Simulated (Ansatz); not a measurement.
A plane-wave DFT run in Ansatz 0.2.0 (scalar-relativistic PAW potentials unless the input names others): input and command.

```yaml
crystal:
  lattice:
    - [3.4554252591, 0.0, 0.0]
    - [0.0, 10.0840309253, 0.0]
    - [0.0, 0.0, 3.965870149]
  atoms:
    - { symbol: P, position: [0.0, 0.8919857737, 0.9339515389] }
    - { symbol: P, position: [0.5, 0.8919857737, 0.5660484611] }
    - { symbol: P, position: [0.5, 0.6080142263, 0.0660484611] }
    - { symbol: P, position: [0.0, 0.6080142263, 0.4339515389] }
    - { symbol: P, position: [0.5, 0.3919857737, 0.9339515389] }
    - { symbol: P, position: [0.0, 0.3919857737, 0.5660484611] }
    - { symbol: P, position: [0.0, 0.1080142263, 0.0660484611] }
    - { symbol: P, position: [0.5, 0.1080142263, 0.4339515389] }
basis:
  ecutwfc: 420
kpoints:
  mp_grid: { grid: [0, 4, 8] }
hamiltonian:
  xc: pbe
  dispersion: d3bj
scf:
  occupations: { method: gaussian, width: 0.1 }
  max_iter: 80
output:
  forces: true
  eigenvalues: true
  stress: true
```

```bash
ansatz run input.yaml --threads 1 --pin off --max-ram 2560MiB --backend cpu --events-out ev --progress --plain --runs-dir out
```

**Question.** What will the program do with this input?

**Answer.** The program refuses it, because of a mesh with a zero (kpoints.mp_grid.grid: [10, 4, 8] → [0, 4, 8]). With the sound run's settings it is accepted.

Abridged log:
```
Error: invalid value for `kpoints.mp_grid.grid`: each dimension must be in 1..=255
```